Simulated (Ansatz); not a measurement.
A crystal relaxed with r2SCAN in the PAW code Ansatz has space group F-43m (No. 216) and a = 4.784 Å.

```csv
atom,site,x,y,z
Xx,4a,0.0000,0.0000,0.0000
As,4d,0.2500,0.2500,0.7500
```

The r2SCAN gap is indirect, 1.37 eV (Γ to Γ–X (0.80 of the way from Γ)), below the direct gap of 3.44 eV at Γ. HSE06 gives an indirect gap of 1.83 eV, from Γ to Γ–X (0.80 of the way from Γ); the least direct gap is 4.11 eV at Γ. The PBE gap is indirect, 1.19 eV (Γ to Γ–X (0.80 of the way from Γ)), below the direct gap of 3.28 eV at Γ. Meshes: r2SCAN 10×10×10, HSE06 6×6×6, PBE 10×10×10. r2SCAN's ε∞ is 9.3 in all directions.

Q: Which element is Xx?
A. B
B. Ga
C. Al
D. Tl

A: A. Xx is B: BAs in the zincblende structure. B has 4 As at 2.07 Å; As has 4 B at 2.07 Å.

(Simulation; spin polarisation is off.)

Spin-orbit coupling is left out.

Where an edge lies off the special points, it is a point of the mesh or the k point where a search put PBE's edge or least direct gap, reused for the other functionals, whose own edges may lie a little apart.

The meshes of the hybrids are coarse, so their gaps aren't converged to the digits shown.
